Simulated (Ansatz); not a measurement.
# AlN: an axial (c/a) deformation path

An exercise on one series of results from a longer session: the logs are not shown, and one member is left open.

Program: Ansatz 0.2.0. Level of theory: DFT LDA, scalar-relativistic, plane waves, PAW. These are calculated values, not measurements.

## The starting structure

Symmetry: P6_3/mmc, No. 194, hexagonal system. Conventional cell: a = 3.312 Å, b = 3.312 Å, c = 4.188 Å, α = 90.00°, β = 90.00°, γ = 120.00°. Around Al (site symmetry -6m2) lie 5 N at 1.91 to 2.09 Å. N (site symmetry -6m2) is surrounded by 5 Al at 1.91 to 2.09 Å.

Structure file:

```xyz
4
Lattice="3.3121 0.0000 0.0000 -1.6561 2.8684 0.0000 0.0000 0.0000 4.1876" Properties=species:S:1:pos:R:3 pbc="T T T"
Al    0.0000    1.9123    3.1407
Al    1.6561    0.9561    1.0469
N     0.0000    1.9123    1.0469
N     1.6561    0.9561    3.1407
```

Source of the structure: the Materials Project (structure only).

The first run:

File input.yaml:

```yaml
crystal:
  lattice:
    - [3.3121157418, 0.0, 0.0]
    - [-1.6560578709, 2.8683763727, 0.0]
    - [0.0, 0.0, 4.187563]
  atoms:
    - { symbol: Al, position: [0.33333333, 0.66666667, 0.75] }
    - { symbol: Al, position: [0.66666667, 0.33333333, 0.25] }
    - { symbol: "N", position: [0.33333333, 0.66666667, 0.25] }
    - { symbol: "N", position: [0.66666667, 0.33333333, 0.75] }
basis:
  ecutwfc: 300.0
kpoints:
  mp_grid: { grid: [6, 6, 4] }
hamiltonian:
  xc: lda
scf:
  occupations: { method: gaussian, width: 0.1 }
output:
  forces: true
  stress: true
  eigenvalues: true
```

Run with:

```console
ansatz run input.yaml --threads 1 --pin off --max-ram 2560MiB --backend cpu --events-out ev --progress --plain --runs-dir out
```

Among the steps run: A first look at the start; Zero of the scan; At ρ = 0.850; Point ρ = 1.200; ρ = 0.920; At ρ = 1.100; ρ = 0.960; Point ρ = 1.050; Point ρ = 0.800; At ρ = 1.300.

One of the session's tables, all rows but one given; the rest of the session is left out.

The scan, with free energies counted from the undisturbed cell:

| ρ | ΔE (meV/atom) | pressure (GPa) | gap on the mesh (eV) |
| --- | --- | --- | --- |
| 0.800 | 223.7 | 4.3 | 3.07 |
| 0.850 | 105.1 | -4.0 | 3.53 |
| 0.920 | 22.4 | -9.7 | 3.44 |
| 0.960 | 4.7 | -10.3 | 3.31 |
| 1.000 | 0.0 | -9.6 | 3.17 |
| 1.050 | 6.9 | -6.5 | 3.09 |
| 1.100 | 28.6 | -2.6 | 3.01 |
| 1.200 | ? | ? | ? |
| 1.300 | 229.8 | 21.6 | 3.05 |

Estimate the missing values for ρ = 1.200.

Worked estimate for «ΔE (meV/atom)». A straight line through the neighbours (1.100, 28.6) and (1.300, 229.8) gives 28.6 + (229.8 − 28.6) × (1.200 − 1.100) / (1.300 − 1.100) = 129.2; a parabola fitted to 3 rows on both sides gives 106.3.

**Answer.** ΔE (meV/atom): 103.1; pressure (GPa): 8.7; gap on the mesh (eV): 2.93. In «ΔE (meV/atom)» the line misses by +26.1 and the parabola by +3.2.

To keep in mind: The settings of these runs were drawn from a wide range and may not be converged. The settings are coarse, so take the values as rough. Warnings in the runs' records: cutoff below recommended.
